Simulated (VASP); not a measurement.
TiTe2: work function with PBE

TiTe2, a slab with vacuum:

```xyz
6
Lattice="3.7770 0.0000 0.0000 -1.8885 3.2710 0.0000 0.0000 0.0000 25.9133" Properties=species:S:1:pos:R:3 pbc="T T T"
Te    0.0000    2.1807    8.0548
Te    1.8885    1.0903   11.4492
Te    0.0000    2.1807   14.4642
Te    1.8885    1.0903   17.8586
Ti    0.0000    0.0000    9.7634
Ti    0.0000    0.0000   16.1500
```

- Program: VASP 6.6.1
- Task: work function
- Functional: PBE
- Potentials or basis: VASP PAW PBE potentials, release 64 (Te, Ti_sv)
- Cutoff: 520 eV
- k mesh: 10 × 10 × 1
- Occupations: methfessel-paxton, width 0.1 eV
- Spin: no spin polarisation
- Dipole correction: yes
- Further INCAR settings: ALGO = Normal; EDIFF = 1e-06

```json
{"Largest force": "0.296 eV/Å", "Band gap on the k mesh": "none (metal or under the smearing width)", "Work function of the upper face": "4.93 eV", "Work function of the lower face": "4.93 eV"}
```

Forces on the atoms (eV/Å):
```
Te   0.000  0.000 -0.296
Te   0.000  0.000  0.127
Te   0.000  0.000 -0.127
Te   0.000  0.000  0.296
Ti   0.000  0.000 -0.004
Ti   0.000  0.000  0.004
```

Levels at points of the mesh, in eV from the Fermi level:
| k point | band 22 | band 23 | band 24 | band 25 | band 26 | band 27 |
| --- | --- | --- | --- | --- | --- | --- |
| (0.00, 0.00, 0.00) | 0.38 | 0.39 | 0.39 | 0.49 | 0.89 | 0.89 |
| (0.50, 0.00, 0.00) | -1.32 | -0.94 | -0.68 | -0.16 | 0.01 | 1.13 |

Wall time 55 s on 8 MPI ranks on Intel(R) Xeon(R) 6975P-C (Granite Rapids), with other jobs on the host, peak memory 0.49 GiB a rank.

Spin-orbit coupling is left out, which matters for the levels of Te.
